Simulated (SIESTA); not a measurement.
Runs of SIESTA 5.4.2 on CuO (Tenorite). It takes space group Cc (No. 9, monoclinic). The conventional cell has a = 4.689 Å, b = 3.427 Å, c = 5.132 Å, α = 90.00°, β = 99.65°, γ = 90.00°. Around Cu (site symmetry 1) lie 4 O at 1.91 to 2.02 Å. Around O (site symmetry 1) lie 4 Cu at 1.91 to 2.02 Å. 

```csv
task,level,potentials or basis,cell,k mesh,wannier functions,bands left out below,projections,wannier mesh,gap on the mesh (eV),pressure (GPa),largest force (eV/Å)
band structure,LDA,"PseudoDojo 0.4 standard (LDA files), DZP (energy shift 0.003 Ry; two zetas on semicore shells)",as given,10 × 10 × 5,-,-,-,-,none,(a),0.75
Wannier functions,PBEsol,"PseudoDojo 0.4 standard (PBEsol files), DZP (energy shift 0.003 Ry; two zetas on semicore shells)",as given,8 × 8 × 4,25,0,["random"],6 × 6 × 3,none,-1.5,0.78
single point,PBEsol,"PseudoDojo 0.4 standard (PBEsol files), DZP (energy shift 0.003 Ry; two zetas on semicore shells)",as given,10 × 10 × 5,-,-,-,-,none,-1.5,0.78
single point,PBEsol,"PseudoDojo 0.4 standard (PBEsol files), DZP (energy shift 0.003 Ry; two zetas on semicore shells)","atoms moved at random, drawn with an rms of 0.05 Å",10 × 10 × 5,-,-,-,-,none,-0.6,1.60
```

Alike in all rows: no spin polarisation; smearing fermi-dirac 0.05 eV; grid cutoff 800 Ry; energy shift 0.003 Ry.

Q: Estimate the missing entries.

A: (a) -8.0.

Caveats: short orbitals over semicore shells can move pressures by several GPa; the basis of atomic orbitals isn't converged, which shifts pressures, moduli and gaps; the run has no spin polarisation, though such a crystal can be magnetic; semilocal functionals often make such compounds metallic where correlation or magnetic order opens a gap, which also shifts bond lengths; the cell is metallic, so the lowest bands form no isolated group (some runs); random starting centres can end in a local minimum of the spread (some runs).

A gap of «none» marks a metal or a gap under the smearing width.
